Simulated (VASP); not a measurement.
# Be (Im-3m) in VASP: a series of runs

Runs on Be. Level: PBEsol. Tasks: single point.

Everything below comes from runs of VASP 6.6.1. Logs are shortened: lines on timing, memory, paths and dates and some standing lists are left out, and cuts for length are marked.

**1. The crystal as given**

It takes space group Im-3m (No. 229, cubic). Conventional cell: a = 2.506 Å, b = 2.506 Å, c = 2.506 Å, α = 90.00°, β = 90.00°, γ = 90.00°. Be (site symmetry m-3m) has 8 Be at 2.17 Å as nearest neighbours.

This isn't the form of Be at room conditions, which is hcp.

**2. Single point, PBEsol (strained and moved within the space group)**

INCAR

```
SYSTEM = Be
PREC     = Accurate       ! precision mode
ENCUT    = 520            ! plane-wave cutoff, eV
EDIFF    = 1E-6           ! SCF threshold, eV
ISMEAR   = 0              ! smearing method
SIGMA    = 0.1            ! smearing width, eV
LREAL    = .False.        ! projectors in reciprocal space
LASPH    = .True.         ! aspherical terms in the spheres
NELM     = 80             ! most SCF steps
ALGO     = Fast           ! electronic algorithm
ISIF     = 2              ! what is computed and relaxed
LWAVE    = .False.        ! write WAVECAR
LCHARG   = .True.         ! write CHGCAR
GGA      = PS             ! functional
LELF     = .True.         ! ELF
LVHAR    = .True.       
NBANDS   = 7              ! bands
```

KPOINTS

```
Automatic mesh
0
Gamma
  24 24 24
  0 0 0
```

POSCAR

```
Be
1.0
   -1.2407150539      1.2407150539      1.2407150539
    1.2407150539     -1.2407150539      1.2407150539
    1.2407150539      1.2407150539     -1.2407150539
Be
1
Direct
    0.0000000000      0.0000000000      0.0000000000
```

Potentials or basis: VASP PAW PBE potentials, release 64 (Be).

On the command line:

```sh
cat potpaw_PBE.64/Be/POTCAR > POTCAR
mpirun -np 1 vasp_std > vasp.out
```

OUTCAR:

```text
SYSTEM = Be
   PREC = Accurate
   ENCUT = 520
   EDIFF = 1E-6
   ISMEAR = 0
   LREAL = .False.
   LASPH = .True.
   NELM = 80
   ISIF = 2
   GGA = PS

 ion  position               nearest neighbor table
   1  0.000  0.000  0.000-

  LATTYP: Found a body centered cubic cell.
 ALAT       =     2.4814301078

  Lattice vectors:

 A1 = (  -1.2407150539,   1.2407150539,   1.2407150539)
 A2 = (   1.2407150539,  -1.2407150539,   1.2407150539)
 A3 = (   1.2407150539,   1.2407150539,  -1.2407150539)

Analysis of symmetry for initial positions (statically):
=====================================================================
 Subroutine PRICEL returns:
 Original cell was already a primitive cell.

 Routine SETGRP: Setting up the symmetry group for a
 body centered cubic supercell.

 Subroutine GETGRP returns: Found 48 space group operations
 (whereof 48 operations were pure point group operations)
 out of a pool of 48 trial point group operations.

The static configuration has the point symmetry O_h .

Analysis of symmetry for dynamics (positions and initial velocities):
=====================================================================
 Subroutine PRICEL returns:
 Original cell was already a primitive cell.

 Routine SETGRP: Setting up the symmetry group for a
 body centered cubic supercell.

 Subroutine GETGRP returns: Found 48 space group operations
 (whereof 48 operations were pure point group operations)
 out of a pool of 48 trial point group operations.

The dynamic configuration has the point symmetry O_h .

 Subroutine INISYM returns: Found 48 space group operations
 (whereof 48 operations are pure point group operations),
 and found     1 'primitive' translations

----------------------------------------------------------------------------------------

                                     Primitive cell

  volume of cell :       7.6397

  direct lattice vectors                    reciprocal lattice vectors
    -1.240715054  1.240715054  1.240715054     0.000000000  0.402993418  0.402993418
     1.240715054 -1.240715054  1.240715054     0.402993418  0.000000000  0.402993418
     1.240715054  1.240715054 -1.240715054     0.402993418  0.402993418  0.000000000

  length of vectors
     2.148981511  2.148981511  2.148981511     0.569918757  0.569918757  0.569918757

  position of ions in fractional coordinates (direct lattice)
     0.000000000  0.000000000  0.000000000

  ion indices of the primitive-cell ions
   primitive index   ion index
                 1           1

----------------------------------------------------------------------------------------

 KPOINTS: Automatic mesh

Automatic generation of k-mesh.
 Grid dimensions read from file:
 generate k-points for:   24   24   24

 Generating k-lattice:

  Cartesian coordinates                     Fractional coordinates (reciprocal lattice)
     0.000000000  0.016791392  0.016791392     0.041666667  0.000000000  0.000000000
     0.016791392  0.000000000  0.016791392     0.000000000  0.041666667  0.000000000
     0.016791392  0.016791392  0.000000000     0.000000000  0.000000000  0.041666667

  Length of vectors
     0.023746615  0.023746615  0.023746615

  Shift w.r.t. Gamma in fractional coordinates (k-lattice)
     0.000000000  0.000000000  0.000000000

 Subroutine IBZKPT returns following result:
 ===========================================

 Found    413 irreducible k-points:

 Following reciprocal coordinates:
            Coordinates               Weight
  0.000000  0.000000  0.000000      1.000000
  0.041667  0.000000  0.000000     12.000000
  0.083333  0.000000  0.000000     12.000000
  0.125000  0.000000  0.000000     12.000000
  0.166667  0.000000  0.000000     12.000000
  0.208333  0.000000  0.000000     12.000000
[... 16 lines left out ...]
  0.416667  0.041667 -0.000000     48.000000
  0.458333  0.041667 -0.000000     48.000000
 [... further k-points ...]
   k-points           NKPTS =    413   k-points in BZ     NKDIM =    413   number of bands    NBANDS=      7
   number of dos      NEDOS =    301   number of ions     NIONS =      1
   total plane-waves  NPLWV =   4096
   dimension x,y,z NGX =    16 NGY =   16 NGZ =   16
   dimension x,y,z NGXF=    32 NGYF=   32 NGZF=   32
   ions per type =               1
   NGX,Y,Z   is equivalent  to a cutoff of  12.38, 12.38, 12.38 a.u.
   NGXF,Y,Z  is equivalent  to a cutoff of  24.76, 24.76, 24.76 a.u.
 SYSTEM =  Be
   PREC   = accura    normal or accurate (medium, high low for compatibility)
   ISTART =      0    job   : 0-new  1-cont  2-samecut
   ICHARG =      2    charge: 1-file 2-atom 10-const
   ISPIN  =      1    spin polarized calculation?
   LNONCOLLINEAR =      F non collinear calculations
   LSORBIT =      F    spin-orbit coupling
   LASPH  =      T    aspherical Exc in radial PAW
   ENCUT  =  520.0 eV  38.22 Ry    6.18 a.u.   4.00  4.00  4.00*2*pi/ulx,y,z
   NELM   =     80;   NELMIN=  2; NELMDL= -5     # of ELM steps
   EDIFF  = 0.1E-05   stopping-criterion for ELM
   LREAL  =      F    real-space projection
   EDIFFG = 0.1E-04   stopping-criterion for IOM
   NSW    =      0    number of steps for IOM
   IBRION =     -1    ionic relax: 0-MD 1-quasi-New 2-CG
   NFREE  =      0    steps in history (QN), initial steepest desc. (CG)
   ISIF   =      2    stress and relaxation
   ISYM   =      2    0-nonsym 1-usesym 2-fastsym
   POTIM  = 0.5000    time-step for ionic-motion
   TEBEG  =    0.0;   TEEND  =   0.0 temperature during run
   PSTRESS=    0.0 pullay stress
   NELECT =       2.0000    total number of electrons
   NUPDOWN=      -1.0000    fix difference up-down
   EMIN   =  10.00;   EMAX   =-10.00  energy-range for DOS
   EFERMI =   0.00;   METHOD = LEGACY
   ISMEAR =     0;   SIGMA  =   0.10  broadening in eV -4-tet -1-fermi 0-gaus
   EFERMI_NEDOS =   21; number of points for ismear=-14 and -15
   IALGO  =     68    algorithm
   IMIX   =      4    mixing-type and parameters
     AMIX     =   0.40;   BMIX     =  1.00
     AMIX_MAG =   1.60;   BMIX_MAG =  1.00
  volume/ion in A,a.u.               =       7.64        51.56
  Fermi-wavevector in a.u.,A,eV,Ry     =   1.047272  1.979057 14.922576  1.096778
  Thomas-Fermi vector in A             =   2.182145
   LORBIT       =      0    0 simple, 1 ext, 2 COOP (PROOUT), +10 PAW based schemes
   GGA     = PS    functional components
   LHFCALC =     F    Hartree Fock is set to
   AEXX    =    0.0000 exact exchange contribution
   IVDW    =     0    specifies the selected vdW correction
   LEPSILON=     F    determine dielectric tensor
   LRPA    =     F    only Hartree local field effects (RPA)
 non-spin polarized calculation
 RMM-DIIS sequential band-by-band and
 Gauss-broadening in eV      SIGMA  =   0.10
  energy-cutoff  :      520.00
  volume of cell :        7.64
 maximum number of plane-waves:       236
   NGX =  7   NGY =  7   NGZ =  7

 number of electron       2.0000000 magnetization

 Free energy of the ion-electron system (eV)
  ---------------------------------------------------
  ext. energy  EPLUGINS =         0.00000000
  ---------------------------------------------------
  free energy    TOTEN  =        -3.89907588 eV

  energy without entropy =       -3.89812055  energy(sigma->0) =       -3.89859821

 E-fermi :   8.2689     XC(G=0): -10.7265

 val. band max:        8.2405998654   @ k =   0.2917   0.2917   0.0417
 cond. band min:       8.2904041787   @ k =  -0.3750  -0.4167   0.1250
 fundamental gap:      0.0498043133
 Fermi energy:         8.2688789428

 k-point     1 :       0.0000    0.0000    0.0000
  band No.  band energies     occupation
      1      -4.2331      2.00000
      2      27.9977      0.00000
      3      27.9977      0.00000
      4      27.9977      0.00000
      5      39.4741      0.00000
      6      39.4741      0.00000
      7      39.4741      0.00000

 k-point     2 :       0.0417    0.0000    0.0000
  band No.  band energies     occupation
      1      -4.1717      2.00000
      2      27.6901      0.00000
      3      27.7363      0.00000
      4      27.9231      0.00000
      5      38.5922      0.00000
      6      38.6260      0.00000
      7      39.8993      0.00000

 k-point     3 :       0.0833    0.0000    0.0000
  band No.  band energies     occupation
      1      -3.9874      2.00000
      2      26.7433      0.00000
      3      27.0522      0.00000
      4      27.7028      0.00000
      5      36.7722      0.00000
      6      37.1343      0.00000
      7      40.3293      0.00000

 k-point     4 :       0.1250    0.0000    0.0000
  band No.  band energies     occupation
      1      -3.6801      2.00000
      2      25.1720      0.00000
      3      26.1400      0.00000
      4      27.3503      0.00000
      5      35.3928      0.00000
      6      35.6370      0.00000
      7      39.8057      0.00000

 k-point     5 :       0.1667    0.0000    0.0000
  band No.  band energies     occupation
      1      -3.2499      2.00000
      2      23.1385      0.00000
      3      25.1559      0.00000
      4      26.8933      0.00000
      5      34.2543      0.00000
      6      34.5817      0.00000
      7      39.6294      0.00000
[... 161 lines left out ...]
 k-point    22 :       0.3750    0.0417    0.0000
  band No.  band energies     occupation
      1       1.1751      2.00000
      2      11.2782      0.00000
      3      20.9684      0.00000
      4      23.7949      0.00000
      5      30.1782      0.00000
      6      34.7440      0.00000
      7      43.3172      0.00000

 k-point    23 :       0.4167    0.0417   -0.0000
  band No.  band energies     occupation
      1       2.1227      2.00000
      2       9.7479      0.00000
      3      20.6746      0.00000
      4      23.5504      0.00000
      5      29.8661      0.00000
      6      34.9697      0.00000
      7      44.3391      0.00000

 k-point    24 :       0.4583    0.0417   -0.0000
  band No.  band energies     occupation
      1       2.7826      2.00000
      2       8.7948      0.00000
      3      20.5270      0.00000
      4      23.4262      0.00000
      5      29.7096      0.00000
      6      35.1009      0.00000
      7      45.0735      0.00000

 [... further k-points ...]

------------------------ aborting loop because EDIFF is reached ----------------------------------------

  FORCE on cell =-STRESS in cart. coord.  units (eV):
  Direction    XX          YY          ZZ          XY          YZ          ZX
  --------------------------------------------------------------------------------------
  -------------------------------------------------------------------------------------
  Total        0.1033997      0.1033997      0.1033997      0.0000000      0.0000000      0.0000000
  in kB       21.6847243     21.6847243     21.6847243      0.0000000      0.0000000      0.0000000
  external PRESSURE =      21.6847243 kB  Pullay stress =       0.0000000 kB

 VOLUME and BASIS-vectors are now :
 -----------------------------------------------------------------------------
  energy-cutoff  :      520.00
  volume of cell :        7.64
      direct lattice vectors                 reciprocal lattice vectors
    -1.240715054  1.240715054  1.240715054     0.000000000  0.402993418  0.402993418
     1.240715054 -1.240715054  1.240715054     0.402993418  0.000000000  0.402993418
     1.240715054  1.240715054 -1.240715054     0.402993418  0.402993418  0.000000000

 POSITION                                       TOTAL-FORCE (eV/Angst)
 -----------------------------------------------------------------------------------
      0.00000      0.00000      0.00000         0.000000      0.000000     -0.000000
 -----------------------------------------------------------------------------------
    total drift:                               -0.000000      0.000000      0.000000

  FREE ENERGIE OF THE ION-ELECTRON SYSTEM (eV)
  ---------------------------------------------------
  free  energy   TOTEN  =        -3.8990758767 eV

  energy  without entropy=       -3.8981205510  energy(sigma->0) =       -3.89859821
```

Wall time 5.9 s (1 thread of Intel Xeon Platinum 8375C at 2.90GHz (Ice Lake), shared host); peak memory 0.12 GiB.

What came out:

| Item | Value |
| --- | --- |
| Free energy | -3.8991 eV |
| Pressure | 2.2 GPa |
| Band gap on the k mesh | none (metal or under the smearing width) |

Caveat: the PAW data sets were made with another functional, which shifts forces and pressure a little.

**3. Single point, PBEsol (strained and moved within a subgroup)**

INCAR

```
  PREC = Accurate
  ENCUT = 520
  EDIFF = 1E-6
  ISMEAR = 0
  SIGMA = 0.1
  LREAL = F
  LASPH = T
  NELM = 60
  ALGO = Normal
  ISIF = 2
  LWAVE = F
  LCHARG = T
  GGA = PS
  LELF = T
  LVHAR = T
  NBANDS = 7
```

KPOINTS

```
regular mesh
0
Gamma
  20 20 20
```

POSCAR

```
Be
1.0
   -1.2031715502      1.2147754502      1.2073695054
    1.2282339692     -1.2147754502      1.2324319244
    1.2031715502      1.2147754502     -1.2073695054
Be
1
Direct
    0.0000000000      0.0000000000      0.0000000000
```

Potentials or basis: VASP PAW PBE potentials, release 64 (Be).

On the command line:

```sh
cat potpaw_PBE.64/Be/POTCAR > POTCAR
mpirun -np 1 vasp_std > vasp.out
```

Run time: 25 s. Hardware: 1 thread of Intel Xeon Platinum 8375C at 2.90GHz (Ice Lake), shared host; peak memory 0.19 GiB.

It converged, with:

```yaml
Free_energy: -3.8814 eV
Pressure: 10.7 GPa
Band_gap_on_the_k_mesh: none (metal or under the smearing width)
```

Stress tensor (GPa, compression positive):
```
10.87  0.00 -4.89
 0.00 10.97  0.00
-4.89  0.00 10.29
```

Levels at points of the mesh, in eV from the Fermi level:
```
           k point  band 1  band 2  band 3  band 4  band 5
(0.00, 0.00, 0.00)  -12.73   20.47   20.83   21.12   32.21
(0.50, 0.00, 0.00)   -5.58    0.68   13.12   16.60   21.54
(0.00, 0.50, 0.00)   -5.75    0.40   13.47   16.73   21.78
(0.50, 0.50, 0.00)   -5.55    0.72   13.04   16.48   21.41
(0.50, 0.00, 0.50)   -5.43    0.94   12.90   16.41   21.41
(0.50, 0.50, 0.50)    4.05    4.32    4.39   10.22   10.32
```

Caveat: the PAW data sets were made with another functional, which shifts forces and pressure a little.

**4. Single point, PBEsol**

INCAR

```
PREC = Accurate ; ENCUT = 520
EDIFF = 1E-6 ; ISMEAR = 0
SIGMA = 0.1 ; LREAL = False
LASPH = True ; NELM = 80
ALGO = Normal ; ISIF = 2
LWAVE = False ; LCHARG = True
GGA = PS ; LELF = True
LVHAR = True ; NBANDS = 7
```

KPOINTS

```
regular mesh
0
Gamma
  10 10 10
```

POSCAR

```
Be
1.0
   -1.2531209513      1.2531209513      1.2531209513
    1.2531209513     -1.2531209513      1.2531209513
    1.2531209513      1.2531209513     -1.2531209513
Be
1
Direct
    0.0000000000      0.0000000000      0.0000000000
```

On the command line:

```sh
cat potpaw_PBE.64/Be/POTCAR > POTCAR
mpirun -np 1 vasp_std > vasp.out
```

It took 2.8 s on 1 thread of Intel Xeon Platinum 8375C at 2.90GHz (Ice Lake), shared host; peak memory 0.11 GiB.

Results (log left out):

* Free energy: -3.8913 eV
* Pressure: -1.5 GPa
* Band gap on the k mesh: none (metal or under the smearing width)

Levels at points of the mesh, in eV from the Fermi level:
```tsv
k point	band 1	band 2	band 3	band 4	band 5
(0.00, 0.00, 0.00)	-12.06	19.52	19.52	19.52	30.88
(0.50, 0.00, 0.00)	-5.06	0.56	12.40	15.61	20.55
(0.50, 0.50, 0.50)	4.12	4.12	4.12	9.98	9.98
```

Caveat: the PAW data sets were made with another functional, which shifts forces and pressure a little.

**5. Overview**

```csv
cell,k mesh,gap on the mesh (eV),pressure (GPa)
strained and moved within the space group,24 × 24 × 24,none,2.2
strained and moved within a subgroup,20 × 20 × 20,none,10.7
as given,10 × 10 × 10,none,-1.5
```

Alike in all rows: task single point; level PBEsol; potentials or basis VASP PAW PBE potentials, release 64 (Be); no spin polarisation; cutoff (eV) 520; smearing gaussian 0.1 eV.

Caveats: the PAW data sets were made with another functional, which shifts forces and pressure a little.

Total energies depend on the potentials used, so only differences within one code and one set of settings carry meaning.
